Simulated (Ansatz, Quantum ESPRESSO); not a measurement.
# The band gap of Ga2O3, sorted by core time

```
Ga O
1.0
     6.10700   -1.51855    0.00000
     6.10700    1.51855    0.00000
    -1.38599    0.00000    5.63001
Ga O
4 6
Direct
  0.34134 0.34134 0.68598
  0.65866 0.65866 0.31402
  0.90950 0.90950 0.20540
  0.09050 0.09050 0.79460
  0.50410 0.50410 0.74340
  0.49590 0.49590 0.25660
  0.82670 0.82670 0.43680
  0.17330 0.17330 0.56320
  0.83550 0.83550 0.89020
  0.16450 0.16450 0.10980
```

| rung | level | program and potentials | cutoff (eV) | k mesh | task | spin | core time | chip | band gap (eV) | notes |
| --- | --- | --- | --- | --- | --- | --- | --- | --- | --- | --- |
| GGA | PBE | Ansatz, Ansatz PAW | 420 | 4 × 4 × 2 | single point | off | 6.3 s | Arm Neoverse V1 | 2.44 | coarse mesh; 8.8 valence electrons an atom on average |
| G0W0 | G0W0 on PBE | Ansatz, Ansatz PAW | 420 | 4 × 4 × 2 | G0W0 quasiparticle levels | off | 18 s | AMD EPYC 7R13 Zen 3 | 4.11 | coarse mesh; bands, basis or mesh of the many-body step not converged; 8.8 valence electrons an atom on average; response cutoff 90 eV, bands 202 |
| GGA | RPBE | Ansatz, Ansatz PAW | 420 | 9 × 9 × 5 | band structure | off | 60 s | Intel Xeon | 2.54 | potentials made for PBE, which Ansatz adapts in part; 8.8 valence electrons an atom on average |
| GGA | BLYP | Ansatz, Ansatz PAW | 420 | 9 × 9 × 5 | band structure | off | 62 s | Arm Neoverse V2 | 2.53 | potentials made for PBE, which Ansatz adapts in part; 8.8 valence electrons an atom on average |
| GGA | PBEsol | Ansatz, Ansatz PAW | 420 | 9 × 9 × 5 | band structure | off | 66 s | Arm Neoverse V2 | 2.34 | potentials made for PBE, which Ansatz adapts in part; 8.8 valence electrons an atom on average |
| GGA | BPBE | Ansatz, Ansatz PAW | 420 | 9 × 9 × 5 | band structure | off | 67 s | Arm Neoverse V1 | 2.44 | potentials made for PBE, which Ansatz adapts in part; 8.8 valence electrons an atom on average |
| GGA | PBE | Ansatz, Ansatz PAW polarizable | 420 | 9 × 9 × 5 | band structure | off | 73 s | Arm Neoverse V1 | 2.44 | 8.8 valence electrons an atom on average |
| GGA | revPBE | Ansatz, Ansatz PAW | 420 | 9 × 9 × 5 | band structure | off | 94 s | Intel Xeon | 2.51 | potentials made for PBE, which Ansatz adapts in part; 8.8 valence electrons an atom on average |
| LDA | LDA | Ansatz, Ansatz PAW | 420 | 9 × 9 × 5 | band structure | off | 97 s | Intel Xeon | 2.33 | potentials made for PBE, which Ansatz adapts in part; 8.8 valence electrons an atom on average |
| GGA | rPW86-PBE | Ansatz, Ansatz PAW | 420 | 9 × 9 × 5 | band structure | off | 2 min | Intel Xeon Skylake/Cascade Lake | 2.41 | potentials made for PBE, which Ansatz adapts in part; 8.8 valence electrons an atom on average |
| meta-GGA | m-r2SCAN | Ansatz, Ansatz PAW | 500 | 9 × 9 × 5 | band structure | off | 2.9 min | Arm Neoverse V1 | 3.09 | potentials made for PBE, which Ansatz adapts in part; 8.8 valence electrons an atom on average |
| GGA | PBE | Ansatz, Ansatz PAW | 420 | 16 × 16 × 8 | single point | off | 2.9 min | Arm Neoverse V2 | 2.43 | 8.8 valence electrons an atom on average |
| hybrid | HSE06 | Ansatz, Ansatz PAW | 420 | 6 × 6 × 4 | band structure | off | 3.5 min | AMD EPYC 7R13 Zen 3 | 4.24 | potentials made for PBE, which Ansatz adapts in part; 8.8 valence electrons an atom on average; from the band path |
| hybrid | PBE0 | Ansatz, Ansatz PAW | 420 | 6 × 6 × 4 | band structure | off | 3.7 min | AMD EPYC 7R13 Zen 3 | 4.96 | potentials made for PBE, which Ansatz adapts in part; 8.8 valence electrons an atom on average; from the band path |
| GGA | PBEsol | Ansatz, Ansatz PAW | 420 | 9 × 9 × 5 | band structure | SOC, no magnetisation | 17 min | Arm Neoverse V2 | 2.34 | potentials made for PBE, which Ansatz adapts in part; 8.8 valence electrons an atom on average |
| GGA | PBE | Ansatz, Ansatz PAW | 420 | 9 × 9 × 5 | band structure | SOC, no magnetisation | 22 min | Intel Xeon Skylake/Cascade Lake | 2.44 | 8.8 valence electrons an atom on average |
| GGA | PBEsol | Quantum ESPRESSO, GBRV 1.5 PBEsol | 612 | 9 × 9 × 5 | band structure | off | 35 min | Arm Neoverse V1 | 2.37 | 11.2 valence electrons an atom on average |

Times are single runs on shared hosts and different chips, so they are rough; meshes, cutoffs and the tasks' sizes weigh on the time. Gaps are the least found on the k mesh or the band path, and a mesh can miss the band edges. m-r2SCAN is the variant of Desmarais and co-workers (2025). The cell comes from a database and isn't always the measured one. Meshes differ between rows, which moves values too. All levels ran on this one cell, unrelaxed unless noted. Meshes are those of the run's cell of 10 atoms unless a note names another. Misses use the values as printed. Runs on faulty files, with rough fits or with known faults for this quantity aren't shown.

Measured: 4.85 eV (arxiv:1908.09569).

Task: Which of the timed runs without a coarse mesh or an atomic basis is the cheapest that comes within 0.3 eV of the measured band gap?

Result: PBE0 (Ansatz, Ansatz PAW): 4.96 eV in 3.7 min. One crystal doesn't make the level reliable, since errors can cancel. LDA and GGA gaps fall short mostly because these functionals lack the derivative discontinuity; the runs are for a static lattice, while measurements hold temperature and zero-point motion.
